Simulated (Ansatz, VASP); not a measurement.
# TiO2 (Anatase): VASP beside Ansatz, part 2 of 2

Wanted: the spread between two codes on one cell, functional and k mesh.  Other levels of theory on this material are compared in a session of their own.

VASP 6.6.1 and Ansatz 0.2.0.

So far: Starting point; Ansatz: band structure, r2SCAN.

## Step 3: VASP: band structure, r2SCAN

Level of this step: r2SCAN, no spin polarisation; plane waves and PAW (Ti_sv, O) (VASP).

The same cell, functional, mesh and smearing now go to VASP, with its own data sets and cutoff.

Lines of VASP's logs that name or quote its potential files are left out, and so is its time.

File INCAR:

```
SYSTEM = TiO2
PREC = Accurate
ENCUT = 520
EDIFF = 1E-06
NELM = 100
ISMEAR = 0
SIGMA = 0.02
LREAL = .FALSE.
ALGO = Normal
METAGGA = R2SCAN
LASPH = .TRUE.
NBANDS = 40
LORBIT = 11
LWAVE = .FALSE.
LCHARG = .FALSE.
KPAR = 8
```

File POSCAR:

```
TiO2
1.0
   -1.8921000000      1.8921000000      4.7573000000
    1.8921000000     -1.8921000000      4.7573000000
    1.8921000000      1.8921000000     -4.7573000000
Ti O
2 4
Direct
    0.0000000000      0.0000000000      0.0000000000
    0.7500000000      0.2500000000      0.5000000000
    0.2081000000      0.2081000000      0.0000000000
    0.9581000000      0.4581000000      0.5000000000
    0.5419000000      0.0419000000      0.5000000000
    0.7919000000      0.7919000000      0.0000000000
```

File KPOINTS:

```
Automatic mesh
0
Gamma
5 5 5
0 0 0
```

File KPOINTS_OPT:

```
Line mode
16
Line-mode
Reciprocal
  0.00000000   0.00000000   0.00000000 GAMMA
  0.00000000   0.00000000   0.50000000 X

  0.00000000   0.00000000   0.50000000 X
 -0.07909283   0.07909283   0.50000000 Y

 -0.07909283   0.07909283   0.50000000 Y
 -0.28954641   0.28954641   0.28954641 S

 -0.28954641   0.28954641   0.28954641 S
  0.00000000   0.00000000   0.00000000 GAMMA

  0.00000000   0.00000000   0.00000000 GAMMA
  0.50000000   0.50000000  -0.50000000 Z

  0.50000000   0.50000000  -0.50000000 Z
  0.28954641   0.71045359  -0.28954641 S1

  0.28954641   0.71045359  -0.28954641 S1
  0.00000000   0.50000000   0.00000000 N

  0.00000000   0.50000000   0.00000000 N
  0.25000000   0.25000000   0.25000000 P

  0.25000000   0.25000000   0.25000000 P
  0.50000000   0.50000000  -0.07909283 Y1

  0.50000000   0.50000000  -0.07909283 Y1
  0.50000000   0.50000000  -0.50000000 Z

  0.00000000   0.00000000   0.50000000 X
  0.25000000   0.25000000   0.25000000 P
```

The projector-augmented-wave data sets are Ti_sv and O (PBE family, release 64).

The run is started by

```sh
> mpirun -np 8 vasp_std
```

Numbers of over 12 decimals in the logs are rounded to 6 here.

The program printed:

```text
[banner, memory and clock lines left out]
running    8 mpi-ranks, on    1 nodes
 distrk:  each k-point on    1 cores,    8 groups
 distr:  one band on    1 cores,    1 groups

 POSCAR found type information on POSCAR TiO
 POSCAR found :  2 types and       6 ions
|                                                                             |
|           W    W    AA    RRRRR   N    N  II  N    N   GGGG   !!!           |
|           W    W   A  A   R    R  NN   N  II  NN   N  G    G  !!!           |
|           W    W  A    A  R    R  N N  N  II  N N  N  G       !!!           |
|           W WW W  AAAAAA  RRRRR   N  N N  II  N  N N  G  GGG   !            |
|           WW  WW  A    A  R   R   N   NN  II  N   NN  G    G                |
|           W    W  A    A  R    R  N    N  II  N    N   GGGG   !!!           |
|                                                                             |
|     For optimal performance we recommend to set                             |
|       NCORE = 2 up to number-of-cores-per-socket                            |
|     NCORE specifies how many cores store one orbital (NPAR=cpu/NCORE).      |
|     This setting can greatly improve the performance of VASP for DFT.       |
|     The default, NCORE=1 might be grossly inefficient on modern             |
|     multi-core architectures or massively parallel machines. Do your        |
|     Unfortunately you need to use the default for GW and RPA                |
|     calculations (for HF NCORE is supported but not extensively tested      |
|     yet).                                                                   |
|                                                                             |

|                                                                             |
|               ----> ADVICE to this user running VASP <----                  |
|                                                                             |
|     You enforced a specific xc type in the INCAR file but a different       |
|     [... a line on the potential file left out ...]
|     I HOPE YOU KNOW WHAT YOU ARE DOING!                                     |
|                                                                             |

 LDA part: xc-table for (None), standard interpolation
 POSCAR, INCAR and KPOINTS ok, starting setup
 FFT: planning ... GRIDC
 FFT: planning ... GRID_SOFT
 FFT: planning ... GRID
 WAVECAR not read
 entering main loop
       N       E                     dE             d eps       ncg     rms          rms(c)
DAV:   1     0.628102648963E+03    0.62810E+03   -0.23203E+04  1448   0.142E+03
DAV:   2    -0.117107866837E+02   -0.63981E+03   -0.58030E+03  1512   0.448E+02
DAV:   3    -0.965184049416E+02   -0.84808E+02   -0.83116E+02  1896   0.164E+02
DAV:   4    -0.101717390297E+03   -0.51990E+01   -0.51678E+01  2224   0.349E+01
DAV:   5    -0.101871416046E+03   -0.15403E+00   -0.15401E+00  1704   0.485E+00    0.325E+01
DAV:   6    -0.689975798678E+02    0.32874E+02   -0.28604E+01  1776   0.766E+01    0.698E+00
DAV:   7    -0.697596535457E+02   -0.76207E+00   -0.43055E+00  1704   0.140E+01    0.727E+00
DAV:   8    -0.697873080407E+02   -0.27654E-01   -0.17655E-01  1928   0.347E+00    0.350E+00
DAV:   9    -0.698653138744E+02   -0.78006E-01   -0.23660E-01  1760   0.319E+00    0.140E+00
DAV:  10    -0.698565302925E+02    0.87836E-02   -0.65644E-02  1680   0.151E+00    0.506E-01
DAV:  11    -0.698551536031E+02    0.13767E-02   -0.41150E-03  1808   0.932E-01    0.250E-01
DAV:  12    -0.698547571496E+02    0.39645E-03   -0.12614E-03  1672   0.397E-01    0.131E-01
DAV:  13    -0.698546484807E+02    0.10867E-03   -0.57568E-04  1704   0.161E-01    0.184E-02
DAV:  14    -0.698546547613E+02   -0.62806E-05   -0.20306E-05  1888   0.377E-02    0.275E-02
DAV:  15    -0.698546482426E+02    0.65187E-05   -0.11662E-05  2008   0.493E-02    0.460E-03
DAV:  16    -0.698546481310E+02    0.11162E-06   -0.13101E-06  1272   0.900E-03
   1 F= -.69854648E+02 E0= -.69854648E+02  d E =-.883904E-12
 Start KPOINTS_OPT (optional k-point list driver)
k-point batch [1-18\176]
       N       E                     dE             ncg
DAV:   1    -0.256502984298E+03   -0.19689E+05     1440
DAV:   2    -0.110386430326E+05   -0.10782E+05     1520
DAV:   3    -0.123967161036E+05   -0.13581E+04     1880
DAV:   4    -0.124926692432E+05   -0.95953E+02     2160
DAV:   5    -0.124961848562E+05   -0.35156E+01     1720
DAV:   6    -0.124963035330E+05   -0.11868E+00     1928
DAV:   7    -0.124963049986E+05   -0.14656E-02     1688
DAV:   8    -0.124963050395E+05   -0.40906E-04     1688
DAV:   9    -0.124963050397E+05   -0.21305E-06     1072
[...]
k-point batch [163-176\176]
       N       E                     dE             ncg
DAV:   1     0.498282814051E+04   -0.26301E+05     1120
DAV:   2    -0.339292184937E+04   -0.83757E+04     1144
DAV:   3    -0.447798378731E+04   -0.10851E+04     1504
DAV:   4    -0.455317302587E+04   -0.75189E+02     1608
DAV:   5    -0.455556043583E+04   -0.23874E+01     1376
DAV:   6    -0.455559211992E+04   -0.31684E-01     1552
DAV:   7    -0.455559250824E+04   -0.38832E-03     1376
DAV:   8    -0.455559251604E+04   -0.77985E-05     1168
DAV:   9    -0.455559251617E+04   -0.12715E-06      840
```

OUTCAR, selected parts (step 3):

```text
ion  position               nearest neighbor table
   1  0.000  0.000  0.000-   5 1.93   4 1.93   5 1.93   4 1.93   3 1.98   6 1.98
   2  0.750  0.250  0.500-   6 1.93   3 1.93   6 1.93   3 1.93   4 1.98   5 1.98
   3  0.208  0.208  0.000-   2 1.93   2 1.93   1 1.98
   4  0.958  0.458  0.500-   1 1.93   1 1.93   2 1.98
   5  0.542  0.042  0.500-   1 1.93   1 1.93   2 1.98
   6  0.792  0.792  0.000-   2 1.93   2 1.93   1 1.98

  LATTYP: Found a body centered tetragonal cell.
 ALAT       =     3.7842000000
 C/A-ratio  =     2.5142962846

 Subroutine GETGRP returns: Found 16 space group operations
 (whereof  8 operations were pure point group operations)

The static configuration has the point symmetry D_2d.
 The point group associated with its full space group is D_4h.

 Found     18 irreducible k-points:

   k-points           NKPTS =     18   k-points in BZ     NKDIM =     18   number of bands    NBANDS=     40

   dimension x,y,z NGX =    42 NGY =   42 NGZ =   42
   dimension x,y,z NGXF=    84 NGYF=   84 NGZF=   84

   ENCUT  =  520.0 eV  38.22 Ry    6.18 a.u.  10.15 10.15 10.15*2*pi/ulx,y,z

   NELECT =      48.0000    total number of electrons

 k-points in reciprocal lattice and weights: Automatic mesh
   0.00000000  0.00000000  0.00000000       0.008
   0.20000000 -0.00000000  0.00000000       0.064
   0.40000000  0.00000000  0.00000000       0.064
   0.20000000  0.20000000  0.00000000       0.064
   0.40000000  0.20000000  0.00000000       0.128
  -0.40000000  0.20000000 -0.00000000       0.128
  -0.20000000  0.20000000  0.00000000       0.032
   0.40000000  0.40000000  0.00000000       0.064
  -0.40000000  0.40000000  0.00000000       0.032
[...]
-0.40000000  0.40000000  0.40000000       0.032
  -0.40000000 -0.40000000  0.40000000       0.016

 average (electrostatic) potential at core
       1 -81.8059       2 -81.8059       3 -74.0325       4 -74.0325       5 -74.0325
       6 -74.0325

 E-fermi :   3.1325

 k-point     1 :       0.0000    0.0000    0.0000
  band No.  band energies     occupation
    ...
     20       2.2331      2.00000
     21       2.2687      2.00000
     22       2.2687      2.00000
     23       2.5623      2.00000
     24       2.5623      2.00000
     25       5.5824      0.00000
     26       6.3278      0.00000
     27       7.4683      0.00000
     28       7.4683      0.00000
     29       7.4916      0.00000
    ...

 k-point     2 :       0.2000   -0.0000    0.0000
  band No.  band energies     occupation
    ...
     20       1.5280      2.00000
     21       1.9097      2.00000
     22       2.2393      2.00000
     23       2.2793      2.00000
     24       2.5432      2.00000
     25       6.2794      0.00000
     26       6.5068      0.00000
     27       6.8302      0.00000
     28       7.0995      0.00000
     29       7.3863      0.00000
    ...

 k-point     3 :       0.4000    0.0000    0.0000
  band No.  band energies     occupation
    ...
     20       1.0663      2.00000
     21       1.2054      2.00000
     22       2.1068      2.00000
     23       2.1851      2.00000
     24       2.3938      2.00000
     25       6.6511      0.00000
     26       6.9390      0.00000
     27       7.0523      0.00000
     28       7.1008      0.00000
     29       7.5776      0.00000
    ...

  Total        0.6439141      0.6439141      0.9604678      0.0000000      0.0000000      0.0000000
  in kB       15.1436248     15.1436248     22.5883594      0.0000000      0.0000000      0.0000000
  external PRESSURE =      17.6252030 kB  Pullay stress =       0.0000000 kB

  energy-cutoff  :      520.00
  volume of cell :       68.13
      direct lattice vectors                 reciprocal lattice vectors
    -1.892100000  1.892100000  4.757300000     0.000000000  0.264256646  0.105101633
     1.892100000 -1.892100000  4.757300000     0.264256646  0.000000000  0.105101633
     1.892100000  1.892100000 -4.757300000     0.264256646  0.264256646  0.000000000

 POSITION                                       TOTAL-FORCE (eV/Angst)
 -----------------------------------------------------------------------------------
      0.00000      0.00000      0.00000         0.000000      0.000000     -0.000000
      0.00000      1.89210      2.37865         0.000000      0.000000     -0.000000
      0.00000      0.00000      1.97999         0.000000     -0.000000      0.034832
      0.00000      1.89210      4.35864        -0.000000      0.000000      0.034832
      0.00000      1.89210      0.39866        -0.000000      0.000000     -0.034832
      0.00000      0.00000      7.53461         0.000000     -0.000000     -0.034832
 -----------------------------------------------------------------------------------
    total drift:                                0.000000      0.000000      0.000000

  FREE ENERGIE OF THE ION-ELECTRON SYSTEM (eV)
  ---------------------------------------------------
  free  energy   TOTEN  =       -69.8546481310 eV

  energy  without entropy=      -69.8546481310  energy(sigma->0) =      -69.85464813

 total charge
# of ion       s       p       d       tot
------------------------------------------
    1        2.221   6.302   1.682  10.205
    2        2.221   6.302   1.682  10.205
    3        1.577   3.535   0.000   5.112
    4        1.577   3.535   0.000   5.112
    5        1.577   3.535   0.000   5.112
    6        1.577   3.535   0.000   5.112
--------------------------------------------------
tot         10.750  26.745   3.364  40.859

[... 3 further parts left out ...]
```

The run ends at a pressure of 1.76 GPa, with forces up to 0.035 eV/Å.

## Step 4: Side by side

Known differences besides the potentials themselves: VASP keeps PBE cores, Ansatz makes them for the functional; the cutoff is 500 eV in Ansatz and 520 eV in VASP. Total energies have different zeros and are not compared.

Compared:

| quantity | Ansatz | VASP | difference |
| --- | --- | --- | --- |
| pressure (GPa) | 0.52 | 1.76 | -1.24 |
| pressure without Ansatz's Pulay correction (GPa) | 0.42 | 1.76 | -1.34 |
| gap over the path points (eV) | 2.500 | 2.521 | -0.021 |

Levels at points of the path, from each program's valence-band top (eV; 4 filled, then empty):

| k (reciprocal lattice) | Ansatz | VASP |
| --- | --- | --- |
| 0.000 0.000 0.000 | -0.78 -0.78 -0.50 -0.50 2.50 3.24 4.39 | -0.79 -0.79 -0.50 -0.50 2.52 3.27 4.41 |
| 0.000 0.000 0.200 | -1.62 -1.16 -0.64 -0.27 3.35 3.53 3.68 | -1.63 -1.16 -0.65 -0.28 3.37 3.53 3.71 |
| 0.000 0.000 0.400 | -2.39 -1.41 -0.32 -0.02 3.55 3.85 3.93 | -2.40 -1.42 -0.32 -0.02 3.57 3.87 3.94 |
| 0.000 0.000 0.433 | -2.51 -1.64 -0.21 0.00 3.61 3.82 4.04 | -2.53 -1.66 -0.21 0.00 3.64 3.84 4.05 |
| -0.011 0.011 0.500 | -2.10 -2.10 -0.05 -0.05 3.73 3.73 4.19 | -2.11 -2.11 -0.05 -0.05 3.75 3.75 4.21 |
| -0.042 0.042 0.500 | -2.05 -2.05 -0.06 -0.06 3.72 3.72 4.18 | -2.06 -2.06 -0.06 -0.06 3.74 3.74 4.20 |
| -0.074 0.074 0.500 | -1.96 -1.96 -0.09 -0.09 3.70 3.70 4.14 | -1.97 -1.97 -0.09 -0.09 3.73 3.73 4.17 |
| -0.135 0.135 0.444 | -2.04 -1.41 -0.28 -0.17 3.59 3.63 4.01 | -2.05 -1.42 -0.28 -0.17 3.62 3.65 4.03 |
| -0.219 0.219 0.360 | -1.38 -1.05 -0.72 -0.67 3.55 3.62 4.00 | -1.40 -1.06 -0.72 -0.68 3.56 3.65 4.02 |
| -0.290 0.290 0.290 | -1.23 -0.98 -0.94 -0.85 3.60 3.87 3.95 | -1.24 -0.98 -0.94 -0.87 3.62 3.90 3.97 |

At this near-relaxed geometry the largest component of a force difference is 28 meV/Å. Among the levels compared at these points, filled levels agree within 17 meV and empty ones within 29 meV. Ansatz's pressure holds a Pulay correction of 0.10 GPa; VASP's holds none.

## Step 5: What the set-up changes

Further runs change the set-up of one program: Ansatz's method, potentials or start, or VASP's data sets, cutoff or form of LDA. The table gives Ansatz less VASP for each quantity, since a change that brings one quantity closer may part another.

| run | r.m.s. force difference (meV/Å) | pressure (GPa) | gap over the path points (eV) | pressure without Ansatz's Pulay correction (GPa) |
| --- | --- | --- | --- | --- |
| as above | 13 | -1.2 | -0.021 | -1.3 |
| cores kept as stored | 14 | -1.3 | -0.021 | -1.4 |
| Ansatz's all-electron LAPW method | 14 | -1.4 | -0.028 |  |
| Ansatz's larger PAW set (cutoff 910 eV) | 14 | -1.3 | -0.028 |  |
| norm-conserving potentials (cutoff 1290 eV) | 16 | -1.3 | -0.019 |  |

## Step 6: What came out

| Property | Result |
| --- | --- |
| r.m.s. force difference (band structure, r2SCAN) | 13 meV/Å |
| difference in pressure (band structure, r2SCAN) | -1.2 GPa |

The difference in pressure is -1.2 GPa (band structure, r2SCAN), beyond the 1 GPa picked in this series as the mark of a large difference. By the marks of this series, far apart in the band structure, r2SCAN pair: the r.m.s. force difference, 13 meV/Å and the difference in pressure, -1.2 GPa. Band structure, r2SCAN, Ansatz's all-electron LAPW method: the difference in gap over the path points goes from -0.021 to -0.028 eV. Band structure, r2SCAN, Ansatz's larger PAW set (cutoff 910 eV): the difference in gap over the path points goes from -0.021 to -0.028 eV. 8 further runs of this series are not shown here. Such differences can come from data sets, numerical settings and the points named under the comparisons, not from the functional's error against experiment.

[Lines on the potential files, build, host, timing and source positions are cut from VASP's logs without a mark.]

[Logs are printed without paths, hosts, clocks, repeated set-up lines and the standing remarks that a program may print on its own settings, such as how far it seeks lower states.]

[Hosts, paths, dates, database ids (printed as entryN), source tags and the programs' standing remarks are cut or masked in the printed files.]
